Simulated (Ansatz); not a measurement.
Runs of Ansatz 0.2.0 on W. The structure is cubic, space group Fm-3m (No. 225). The conventional cell has a = 4.060 Å, b = 4.060 Å, c = 4.060 Å, α = 90.00°, β = 90.00°, γ = 90.00°. Around W (site symmetry m-3m) lie 12 W at 2.87 Å. This isn't the form of W at room conditions, which is bcc.

```csv
level,cutoff (eV),gap on the mesh (eV),pressure (GPa),relaxed volume (Å³/atom)
PBEsol,420,none,0.0,16.00
revPBE,420,none,0.0,16.59
r2SCAN,500,none,0.0,(a)
RPBE,420,none,0.0,(b)
PBE,420,none,0.0,16.45
```

Alike in all rows: task relaxation of cell and atoms; potentials or basis Ansatz PAW; no spin polarisation; cell relaxed; k mesh 11 × 11 × 11; smearing fermi-dirac 0.05 eV.

Q: Estimate the missing entries.

A: (a) 16.18; (b) 16.65.

Caveats: the plane-wave basis is chosen anew once the cell has moved, so the energies of steps on either side of that aren't comparable; the PAW data sets come from PBE, with cores solved anew for the run's functional, which leaves a small shift of forces and pressure (some runs).

A k mesh can miss the band edges, and the runs leave out spin-orbit coupling on W.

A gap of «none» marks a metal or a gap under the smearing width.
